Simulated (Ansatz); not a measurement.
The system is CoO.

```
Co O
1.0
    -1.50800    1.50800    2.10725
     1.50800   -1.50800    2.10725
     1.50800    1.50800   -2.10725
Co O
1 1
Direct
  0.00000 0.00000 0.00000
  0.50000 0.50000 0.00000
```

Base run:

```yaml
Program: Ansatz 0.2.0
Functional: LDA
Potentials_or_basis: Ansatz PAW
Cutoff: 420 eV
Density_cutoff: 1680 eV
k_mesh: 12 × 12 × 12
Occupations: fermi-dirac, width 0.05 eV
Spin: collinear spin, ferromagnetic start
Starting_moments: "[2.0, 0.0] μB"
```

Its results: band gap on the k mesh none (metal or under the smearing width); pressure -17.8 GPa; net moment 2.86 μB per cell; site moments Co +2.40; O +0.33 μB.

Problem. After a change of settings the same cell gave: band gap on the k mesh 0.34 eV, indirect (least direct gap 1.31 eV); pressure 0.3 GPa; net moment 3.00 μB per cell; site moments Co +2.59; O +0.28 μB. Which change was it?
A. functional from LDA to RPBE; occupations from fermi-dirac, width 0.05 eV to gaussian, width 0.05 eV
B. functional from LDA to PBEsol
C. functional from LDA to r2SCAN; cutoff from 420 eV to 500 eV; density cutoff from 1680 eV to 2000 eV
D. functional from LDA to PBEsol; occupations from fermi-dirac, width 0.05 eV to gaussian, width 0.1 eV

Solution. C.

r2SCAN gives the wider gap, since meta-GGAs in the generalised Kohn-Sham scheme recover part of the derivative discontinuity.

Caveats: a cell with one magnetic atom can't hold antiferromagnetic order, which such compounds often take; the PAW data sets come from PBE, with cores solved anew for the run's functional, which leaves a small shift of forces and pressure; semilocal functionals often make such compounds metallic where correlation or magnetic order opens a gap, which also shifts bond lengths (some runs); the magnetic or orbital state may not be the lowest (some runs).

Not every run made on this cell is shown here.
